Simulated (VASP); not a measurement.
# Ge (I4_1/amd) in VASP: notebook

Runs on Ge. Level: PBE. Tasks: single point.

Everything below comes from runs of VASP 6.6.1. Logs are shortened: lines on timing, memory, paths and dates and some standing lists are left out, and cuts for length are marked.

## (1) The crystal as given

Symmetry: I4_1/amd, No. 141, tetragonal system. Conventional cell: a = 5.149 Å, b = 5.149 Å, c = 2.795 Å, α = 90.00°, β = 90.00°, γ = 90.00°. Ge (site symmetry -4m2) is surrounded by 6 Ge at 2.67 to 2.79 Å.

This isn't the form of Ge at room conditions, which is diamond.

## (2) Single point, PBE

Input file INCAR:

```
PREC = Accurate
ENCUT = 400
EDIFF = 1E-7
ISMEAR = 0
SIGMA = 0.05
LREAL = F
LASPH = F
NELM = 100
ALGO = Normal
ISIF = 2
LWAVE = F
LCHARG = F
GGA = PE
NBANDS = 21
ADDGRID = F
```

Input file KPOINTS:

```
regular mesh
0
Gamma
  8 8 8
```

Input file POSCAR:

```
Ge
1.0
   -2.5744897190      2.5744897190      1.3974126432
    2.5744897190     -2.5744897190      1.3974126432
    2.5744897190      2.5744897190     -1.3974126432
Ge
2
Direct
    0.5000000000      0.5000000000      0.0000000000
    0.2500000000      0.7500000000      0.5000000000
```

Potentials or basis: VASP PAW PBE potentials, release 64 (Ge_d).

Run with:

```
$ cat potpaw_PBE.64/Ge_d/POTCAR > POTCAR
$ mpirun -np 1 vasp_std > vasp.out
```

OUTCAR:

```text
PREC = Accurate
   ENCUT = 400
   EDIFF = 1E-7
   ISMEAR = 0
   LREAL = F
   LASPH = F
   NELM = 100
   ISIF = 2
   GGA = PE

 Found     59 irreducible k-points:

 Following reciprocal coordinates:
            Coordinates               Weight
  0.000000  0.000000  0.000000      1.000000
  0.125000  0.000000 -0.000000      8.000000
  0.250000  0.000000 -0.000000      8.000000
  0.375000  0.000000  0.000000      8.000000
  0.500000  0.000000 -0.000000      4.000000
  0.125000  0.125000 -0.000000      8.000000
   k-points           NKPTS =     59   k-points in BZ     NKDIM =     59   number of bands    NBANDS=     21
   number of dos      NEDOS =    301   number of ions     NIONS =      2
   total plane-waves  NPLWV =  21952
   dimension x,y,z NGX =    28 NGY =   28 NGZ =   28
   dimension x,y,z NGXF=    56 NGYF=   56 NGZF=   56
   ions per type =               2
   NGX,Y,Z   is equivalent  to a cutoff of  11.94, 11.94, 11.94 a.u.
   NGXF,Y,Z  is equivalent  to a cutoff of  23.87, 23.87, 23.87 a.u.
 SYSTEM =  unknown system
   PREC   = accura    normal or accurate (medium, high low for compatibility)
   ISTART =      0    job   : 0-new  1-cont  2-samecut
   ICHARG =      2    charge: 1-file 2-atom 10-const
   ISPIN  =      1    spin polarized calculation?
   LNONCOLLINEAR =      F non collinear calculations
   LSORBIT =      F    spin-orbit coupling
   LASPH  =      F    aspherical Exc in radial PAW
   ENCUT  =  400.0 eV  29.40 Ry    5.42 a.u.   6.36  6.36  6.36*2*pi/ulx,y,z
   NELM   =    100;   NELMIN=  2; NELMDL= -5     # of ELM steps
   EDIFF  = 0.1E-06   stopping-criterion for ELM
   LREAL  =      F    real-space projection
   EDIFFG = 0.1E-05   stopping-criterion for IOM
   NSW    =      0    number of steps for IOM
   IBRION =     -1    ionic relax: 0-MD 1-quasi-New 2-CG
   NFREE  =      0    steps in history (QN), initial steepest desc. (CG)
   ISIF   =      2    stress and relaxation
   ISYM   =      2    0-nonsym 1-usesym 2-fastsym
   POTIM  = 0.5000    time-step for ionic-motion
   TEBEG  =    0.0;   TEEND  =   0.0 temperature during run
   PSTRESS=    0.0 pullay stress
   NELECT =      28.0000    total number of electrons
   NUPDOWN=      -1.0000    fix difference up-down
   EMIN   =  10.00;   EMAX   =-10.00  energy-range for DOS
   EFERMI =   0.00;   METHOD = LEGACY
   ISMEAR =     0;   SIGMA  =   0.05  broadening in eV -4-tet -1-fermi 0-gaus
   EFERMI_NEDOS =   21; number of points for ismear=-14 and -15
   IALGO  =     38    algorithm
   IMIX   =      4    mixing-type and parameters
     AMIX     =   0.40;   BMIX     =  1.00
     AMIX_MAG =   1.60;   BMIX_MAG =  1.00
  volume/ion in A,a.u.               =      18.52       125.01
  Fermi-wavevector in a.u.,A,eV,Ry     =   1.491209  2.817976 30.255333  2.223704
  Thomas-Fermi vector in A             =   2.603893
   LORBIT       =      0    0 simple, 1 ext, 2 COOP (PROOUT), +10 PAW based schemes
   GGA     = PE    functional components
   LHFCALC =     F    Hartree Fock is set to
   AEXX    =    0.0000 exact exchange contribution
   IVDW    =     0    specifies the selected vdW correction
   LEPSILON=     F    determine dielectric tensor
   LRPA    =     F    only Hartree local field effects (RPA)
 non-spin polarized calculation
 Gauss-broadening in eV      SIGMA  =   0.05
  energy-cutoff  :      400.00
  volume of cell :       37.05
 maximum number of plane-waves:       691
 NGX is ok and might be reduce to    28
   NGX = 13   NGY = 13   NGZ = 13

 number of electron      28.0000030 magnetization

 Free energy of the ion-electron system (eV)
  ---------------------------------------------------
  ext. energy  EPLUGINS =         0.00000000
  ---------------------------------------------------
  free energy    TOTEN  =        -8.53967203 eV

  energy without entropy =       -8.53877130  energy(sigma->0) =       -8.53922167

 E-fermi :   6.7244     XC(G=0): -11.3205

 val. band max:        6.7023884640   @ k =  -0.2500   0.2500   0.2500
 cond. band min:       6.8419373675   @ k =   0.3750   0.3750   0.1250
 fundamental gap:      0.1395489035
 Fermi energy:         6.7243539227

 k-point     1 :       0.0000    0.0000    0.0000
  band No.  band energies     occupation
      1     -17.9586      2.00000
      2     -17.9088      2.00000
      3     -17.8836      2.00000
      4     -17.8764      2.00000
      5     -17.7727      2.00000
      6     -17.7727      2.00000
[... 13 lines left out ...]
     20      18.3527      0.00000
     21      19.3394      0.00000

 k-point     2 :       0.1250    0.0000   -0.0000
  band No.  band energies     occupation
      1     -17.9523      2.00000
      2     -17.8889      2.00000
      3     -17.8758      2.00000
      4     -17.8531      2.00000
      5     -17.7874      2.00000
      6     -17.7834      2.00000
[... 13 lines left out ...]
     20      17.6888      0.00000
     21      18.1681      0.00000

 k-point     3 :       0.2500    0.0000   -0.0000
  band No.  band energies     occupation
      1     -17.9352      2.00000
      2     -17.8576      2.00000
      3     -17.8525      2.00000
      4     -17.8250      2.00000
      5     -17.8126      2.00000
      6     -17.7831      2.00000
[... 13 lines left out ...]
     20      15.6397      0.00000
     21      17.5772      0.00000

 k-point     4 :       0.3750    0.0000    0.0000
  band No.  band energies     occupation
      1     -17.9190      2.00000
      2     -17.8543      2.00000
      3     -17.8492      2.00000
      4     -17.8368      2.00000
      5     -17.8174      2.00000
      6     -17.7992      2.00000
[... 13 lines left out ...]
     20      15.9787      0.00000
     21      18.9694      0.00000

 k-point     5 :       0.5000    0.0000   -0.0000
  band No.  band energies     occupation
      1     -17.9109      2.00000
      2     -17.8677      2.00000
      3     -17.8615      2.00000
      4     -17.8317      2.00000
      5     -17.8085      2.00000
      6     -17.8063      2.00000
[... 13 lines left out ...]
     20      18.3884      0.00000
     21      19.2619      0.00000

 k-point     6 :       0.1250    0.1250   -0.0000
  band No.  band energies     occupation
      1     -17.9410      2.00000
      2     -17.8621      2.00000
      3     -17.8496      2.00000
      4     -17.8167      2.00000
      5     -17.8050      2.00000
      6     -17.7961      2.00000
[... 13 lines left out ...]
     20      15.8736      0.00000
     21      16.4747      0.00000

 [... further k-points ...]
[... 5 lines left out ...]
  --------------------------------------------------------------------------------------
  -------------------------------------------------------------------------------------
  Total        0.2398980      0.2398980      1.3409670      0.0000000      0.0000000      0.0000000
  in kB       10.3745729     10.3745729     57.9911477      0.0000000      0.0000000      0.0000000
  external PRESSURE =      26.2467645 kB  Pullay stress =       0.0000000 kB

 VOLUME and BASIS-vectors are now :
 -----------------------------------------------------------------------------
  energy-cutoff  :      400.00
  volume of cell :       37.05
      direct lattice vectors                 reciprocal lattice vectors
    -2.574489719  2.574489719  1.397412643     0.000000000  0.194213244  0.357804119
     2.574489719 -2.574489719  1.397412643     0.194213244  0.000000000  0.357804119
     2.574489719  2.574489719 -1.397412643     0.194213244  0.194213244  0.000000000

 POSITION                                       TOTAL-FORCE (eV/Angst)
 -----------------------------------------------------------------------------------
      0.00000      0.00000      1.39741         0.000000      0.000000      0.000000
      2.57449      0.00000      0.69871        -0.000000     -0.000000     -0.000000
 -----------------------------------------------------------------------------------
    total drift:                                0.000000     -0.000000      0.000000

  FREE ENERGIE OF THE ION-ELECTRON SYSTEM (eV)
  ---------------------------------------------------
  free  energy   TOTEN  =        -8.5396720289 eV

  energy  without entropy=       -8.5387713033  energy(sigma->0) =       -8.53922167
```

OSZICAR:

```text
N       E                     dE             d eps       ncg     rms          rms(c)
DAV:   1     0.160205853855E+03    0.16021E+03   -0.12276E+04  2866   0.333E+03
DAV:   2     0.124839251478E+02   -0.14772E+03   -0.14334E+03  2498   0.532E+02
DAV:   3    -0.802385185841E+01   -0.20508E+02   -0.20385E+02  2883   0.123E+02
DAV:   4    -0.854941358141E+01   -0.52556E+00   -0.52539E+00  2746   0.231E+01
DAV:   5    -0.855689407851E+01   -0.74805E-02   -0.74804E-02  2839   0.297E+00    0.211E+00
DAV:   6    -0.854481486136E+01    0.12079E-01   -0.17027E-02  3365   0.221E+00    0.120E+00
DAV:   7    -0.853983703574E+01    0.49778E-02   -0.12420E-02  3340   0.165E+00    0.110E-01
DAV:   8    -0.853967089342E+01    0.16614E-03   -0.18937E-03  3034   0.788E-01    0.401E-02
DAV:   9    -0.853967256325E+01   -0.16698E-05   -0.64603E-05  3201   0.123E-01    0.961E-03
DAV:  10    -0.853967241817E+01    0.14508E-06   -0.29238E-06  2734   0.162E-02    0.137E-03
DAV:  11    -0.853967205624E+01    0.36193E-06   -0.13279E-07  2030   0.568E-03    0.263E-04
DAV:  12    -0.853967202888E+01    0.27355E-07   -0.28781E-08  1489   0.224E-03
   1 F= -.85396720E+01 E0= -.85392217E+01  d E =-.900726E-03
```

stdout:

```text
POSCAR found type information on POSCAR Ge
 POSCAR found :  1 types and       2 ions
 scaLAPACK will be used
 LDA part: xc-table for (Slater+PW92), standard interpolation
 POSCAR, INCAR and KPOINTS ok, starting setup
 FFT: planning ... GRIDC
 FFT: planning ... GRID_SOFT
 FFT: planning ... GRID
 WAVECAR not read
 entering main loop
```

Run time: 14 s. Hardware: 1 thread of Intel Xeon 6975P-C (Granite Rapids), shared host; peak memory 0.16 GiB.

These settings aren't checked as converged: the numbers below hold their error.

Results:

```
Free energy            : -8.5397 eV
Pressure               : 2.6 GPa
Band gap on the k mesh : none (metal or under the smearing width)
```

## (3) Single point, PBE

INCAR is that of step 2.

KPOINTS is that of step 2.

Input file POSCAR:

```
Ge
1.0
   -2.5744897190      2.5744897190      1.3974126432
    2.5744897190     -2.5744897190      1.3974126432
    2.5744897190      2.5744897190     -1.3974126432
Ge
2
Direct
    0.5147880000      0.5105290000      0.0041050000
    0.2603220000      0.7562090000      0.5249690000
```

Potentials or basis: VASP PAW PBE potentials, release 64 (Ge_d).

Run with:

```
$ cat potpaw_PBE.64/Ge_d/POTCAR > POTCAR
$ mpirun -np 1 vasp_std > vasp.out
```

Run time: 60 s. Hardware: 1 thread of Intel Xeon 6975P-C (Granite Rapids), shared host; peak memory 0.23 GiB.

The run converged, but some of its settings lie outside the range that counts as converged, so its numbers aren't taken as properties of the crystal.

Results:

* Free energy: -8.5272 eV
* Pressure: 2.8 GPa
* Largest force: 0.297 eV/Å
* Band gap on the k mesh: none (metal or under the smearing width)

[end of part 1 of 2]
